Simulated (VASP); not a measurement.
# Ti (Im-3m) in VASP: single point with r2SCAN

Aim: the single point of Ti with r2SCAN.

Program: VASP 6.6.1. These are calculated values, not measurements. Logs are shortened: lines on timing, memory, paths and dates and some standing lists are left out, and cuts for length are marked.

## (1) Starting point

The structure is cubic, space group Im-3m (No. 229). The conventional cell has a = 3.282 Å, b = 3.282 Å, c = 3.282 Å, α = 90.00°, β = 90.00°, γ = 90.00°. Ti (site symmetry m-3m) has 8 Ti at 2.84 Å as nearest neighbours.

This isn't the form of Ti at room conditions, which is hcp.

## (2) Single point, r2SCAN

POSCAR

```
Ti
1.0
   -1.6410000000      1.6410000000      1.6410000000
    1.6410000000     -1.6410000000      1.6410000000
    1.6410000000      1.6410000000     -1.6410000000
Ti
1
Direct
    0.0000000000      0.0000000000      0.0000000000
```

INCAR.step1

```
ALGO = Normal
EDIFF = 1E-4
ENCUT = 520
GGA = PE
ISMEAR = 0
LASPH = True
LCHARG = False
LREAL = False
LWAVE = True
NBANDS = 12
NELM = 80
PREC = Accurate
SIGMA = 0.1
```

INCAR.step2

```
ALGO = Normal
EDIFF = 1E-6
ENCUT = 520
ISIF = 2
ISMEAR = 0
ISTART = 1
LASPH = True
LCHARG = False
LMIXTAU = True
LREAL = False
LWAVE = False
METAGGA = R2SCAN
NBANDS = 12
NELM = 80
PREC = Accurate
SIGMA = 0.1
```

KPOINTS

```
k-points
0
Gamma
  8 8 8
```

Potentials or basis: VASP PAW PBE potentials, release 64 (Ti_sv).

Started as:

```console
> cat potpaw_PBE.64/Ti_sv/POTCAR > POTCAR
> cp INCAR.step1 INCAR
> mpirun -np 1 vasp_std > vasp.out
> cp INCAR.step2 INCAR
> mpirun -np 1 vasp_std > vasp.out
```

OUTCAR:

```text
EDIFF = 1E-6
   ENCUT = 520
   ISIF = 2
   ISMEAR = 0
   ISTART = 1
   LASPH = True
   LREAL = False
   METAGGA = R2SCAN
   NELM = 80
   PREC = Accurate

 ion  position               nearest neighbor table
   1  0.000  0.000  0.000-

  LATTYP: Found a body centered cubic cell.
 ALAT       =     3.2820000000

  Lattice vectors:

 A1 = (  -1.6410000000,   1.6410000000,   1.6410000000)
 A2 = (   1.6410000000,  -1.6410000000,   1.6410000000)
 A3 = (   1.6410000000,   1.6410000000,  -1.6410000000)

Analysis of symmetry for initial positions (statically):
=====================================================================
 Subroutine PRICEL returns:
 Original cell was already a primitive cell.

 Routine SETGRP: Setting up the symmetry group for a
 body centered cubic supercell.

 Subroutine GETGRP returns: Found 48 space group operations
 (whereof 48 operations were pure point group operations)
 out of a pool of 48 trial point group operations.

The static configuration has the point symmetry O_h .

Analysis of symmetry for dynamics (positions and initial velocities):
=====================================================================
 Subroutine PRICEL returns:
 Original cell was already a primitive cell.

 Routine SETGRP: Setting up the symmetry group for a
 body centered cubic supercell.

 Subroutine GETGRP returns: Found 48 space group operations
 (whereof 48 operations were pure point group operations)
 out of a pool of 48 trial point group operations.

The dynamic configuration has the point symmetry O_h .

 Subroutine INISYM returns: Found 48 space group operations
 (whereof 48 operations are pure point group operations),
 and found     1 'primitive' translations

----------------------------------------------------------------------------------------

                                     Primitive cell

  volume of cell :      17.6761

  direct lattice vectors                    reciprocal lattice vectors
    -1.641000000  1.641000000  1.641000000     0.000000000  0.304692261  0.304692261
     1.641000000 -1.641000000  1.641000000     0.304692261  0.000000000  0.304692261
     1.641000000  1.641000000 -1.641000000     0.304692261  0.304692261  0.000000000

  length of vectors
     2.842295375  2.842295375  2.842295375     0.430899928  0.430899928  0.430899928

  position of ions in fractional coordinates (direct lattice)
     0.000000000  0.000000000  0.000000000

  ion indices of the primitive-cell ions
[... 83 lines left out ...]
   TEBEG  =    0.0;   TEEND  =   0.0 temperature during run
   PSTRESS=    0.0 pullay stress
   NELECT =      12.0000    total number of electrons
   NUPDOWN=      -1.0000    fix difference up-down
   EMIN   =  10.00;   EMAX   =-10.00  energy-range for DOS
   EFERMI =   0.00;   METHOD = LEGACY
   ISMEAR =     0;   SIGMA  =   0.10  broadening in eV -4-tet -1-fermi 0-gaus
   EFERMI_NEDOS =   21; number of points for ismear=-14 and -15
   IALGO  =     38    algorithm
   IMIX   =      4    mixing-type and parameters
     AMIX     =   0.40;   BMIX     =  1.00
     AMIX_MAG =   1.60;   BMIX_MAG =  1.00
  volume/ion in A,a.u.               =      17.68       119.28
  Fermi-wavevector in a.u.,A,eV,Ry     =   1.438821  2.718977 28.166848  2.070205
  Thomas-Fermi vector in A             =   2.557745
   LORBIT       =      0    0 simple, 1 ext, 2 COOP (PROOUT), +10 PAW based schemes
   METAGGA = R2SCAN    functional components
   LHFCALC =     F    Hartree Fock is set to
   AEXX    =    0.0000 exact exchange contribution
   IVDW    =     0    specifies the selected vdW correction
   LEPSILON=     F    determine dielectric tensor
   LRPA    =     F    only Hartree local field effects (RPA)
 non-spin polarized calculation
 Gauss-broadening in eV      SIGMA  =   0.10
  energy-cutoff  :      520.00
  volume of cell :       17.68
 maximum number of plane-waves:       490
 NGX is ok and might be reduce to    24
   NGX = 11   NGY = 11   NGZ = 11

 number of electron      12.0000001 magnetization

 Free energy of the ion-electron system (eV)
  ---------------------------------------------------
  ext. energy  EPLUGINS =         0.00000000
  ---------------------------------------------------
  free energy    TOTEN  =       -12.81462950 eV

  energy without entropy =      -12.80144072  energy(sigma->0) =      -12.80803511

 E-fermi :   7.9438     XC(G=0): -12.3076

 val. band max:        7.9143533520   @ k =   0.2500   0.2500   0.0000
 cond. band min:       7.9581261777   @ k =   0.5000   0.5000   0.1250
 fundamental gap:      0.0437728257
 Fermi energy:         7.9437955147

 k-point     1 :       0.0000    0.0000    0.0000
  band No.  band energies     occupation
      1     -50.9945      2.00000
      2     -25.8183      2.00000
      3     -25.8183      2.00000
      4     -25.8183      2.00000
      5       1.6348      2.00000
      6       9.0748      0.00000
      7       9.0748      0.00000
      8       9.0748      0.00000
      9      10.8137      0.00000
     10      10.8137      0.00000
     11      25.9001      0.00000
     12      25.9001      0.00000
[... 331 lines left out ...]
 k-point    24 :      -0.3750    0.3750    0.2500
  band No.  band energies     occupation
      1     -50.8388      2.00000
      2     -26.3022      2.00000
      3     -26.1127      2.00000
      4     -26.0543      2.00000
      5       6.0080      2.00000
      6       7.0774      2.00000
      7       9.3495      0.00000
      8       9.8440      0.00000
      9      11.4770      0.00000
     10      12.5348      0.00000
     11      19.3719      0.00000
     12      21.3065      0.00000

 [... further k-points ...]

------------------------ aborting loop because EDIFF is reached ----------------------------------------

  FORCE on cell =-STRESS in cart. coord.  units (eV):
  Direction    XX          YY          ZZ          XY          YZ          ZX
  --------------------------------------------------------------------------------------
  -------------------------------------------------------------------------------------
  Total       -0.3354913     -0.3354913     -0.3354913      0.0000000      0.0000000      0.0000000
  in kB      -30.4092752    -30.4092752    -30.4092752      0.0000000      0.0000000      0.0000000
  external PRESSURE =     -30.4092752 kB  Pullay stress =       0.0000000 kB

 VOLUME and BASIS-vectors are now :
 -----------------------------------------------------------------------------
  energy-cutoff  :      520.00
  volume of cell :       17.68
      direct lattice vectors                 reciprocal lattice vectors
    -1.641000000  1.641000000  1.641000000     0.000000000  0.304692261  0.304692261
     1.641000000 -1.641000000  1.641000000     0.304692261  0.000000000  0.304692261
     1.641000000  1.641000000 -1.641000000     0.304692261  0.304692261  0.000000000

 POSITION                                       TOTAL-FORCE (eV/Angst)
 -----------------------------------------------------------------------------------
      0.00000      0.00000      0.00000         0.000000      0.000000     -0.000000
 -----------------------------------------------------------------------------------
    total drift:                                0.000000      0.000000      0.000000

  FREE ENERGIE OF THE ION-ELECTRON SYSTEM (eV)
  ---------------------------------------------------
  free  energy   TOTEN  =       -12.8146294956 eV

  energy  without entropy=      -12.8014407167  energy(sigma->0) =      -12.80803511
```

OUTCAR.step1:

```text
EDIFF = 1E-4
   ENCUT = 520
   GGA = PE
   ISMEAR = 0
   LASPH = True
   LREAL = False
[... 576 lines left out ...]

 POSITION                                       TOTAL-FORCE (eV/Angst)
 -----------------------------------------------------------------------------------
      0.00000      0.00000      0.00000         0.000000      0.000000      0.000000
 -----------------------------------------------------------------------------------
    total drift:                                0.000000      0.000000      0.000000

  FREE ENERGIE OF THE ION-ELECTRON SYSTEM (eV)
  ---------------------------------------------------
  free  energy   TOTEN  =        -7.7286887433 eV

  energy  without entropy=       -7.7168046832  energy(sigma->0) =       -7.72274671
```

Wall time 17 s (1 thread of Intel Xeon 6975P-C (Granite Rapids), shared host); peak memory 0.13 GiB.

What came out:

| Item | Value |
| --- | --- |
| Free energy | -12.8146 eV |
| Pressure | -3.0 GPa |
| Band gap on the k mesh | none (metal or under the smearing width) |

Caveat: the PAW data sets were made with another functional, which shifts forces and pressure a little.
